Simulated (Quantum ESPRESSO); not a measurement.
**Cd under changes of volume**

One of the cells (21.606 Å³/atom); the others are scaled copies at fixed shape and fractional positions:

```
Cd
1.0
     3.09307    0.00000    0.00000
    -1.54653    2.67868    0.00000
     0.00000    0.00000   10.43074
Cd
4
Direct
  0.66667 0.33333 0.75000
  0.00000 0.00000 0.50000
  0.33333 0.66667 0.25000
  0.00000 0.00000 0.00000
```

| Item | Value |
| --- | --- |
| Program | Quantum ESPRESSO 7.5 |
| Functional | LDA |
| Potentials or basis | GBRV 1.5 LDA |
| Cutoff | 612 eV |
| Density cutoff | 4898 eV |
| k mesh | 10 × 10 × 3 |
| Occupations | fermi-dirac, width 0.05 eV |
| Spin | no spin polarisation |

```csv
volume (Å³/atom),energy over the lowest point (meV/atom),pressure (GPa)
20.309,0.00,-0.9
20.741,4.07,-2.2
21.173,11.33,-3.3
21.606,21.25,-4.2
22.038,33.53,-5.0
22.470,47.82,-5.7
22.902,?,?
```

Q: What does the run at 22.902 Å³/atom give?

A: Energy over the lowest point 63.86 meV/atom; pressure -6.3 GPa.

Worked out: A Birch-Murnaghan fit of order 3 (a polynomial in V^(-2/3)) to the other rows has its minimum at 20.04 Å³/atom, just outside them, with B0 = V·E''(V) = 68 GPa and B' = 5.6 at fixed shape and positions, which overstates the stiffness. It gives 63.84 meV/atom at 22.902 Å³/atom, against the run's 63.86, and -dE/dV = -6.2 GPa, against -6.3.

Energies are extrapolated to zero smearing.
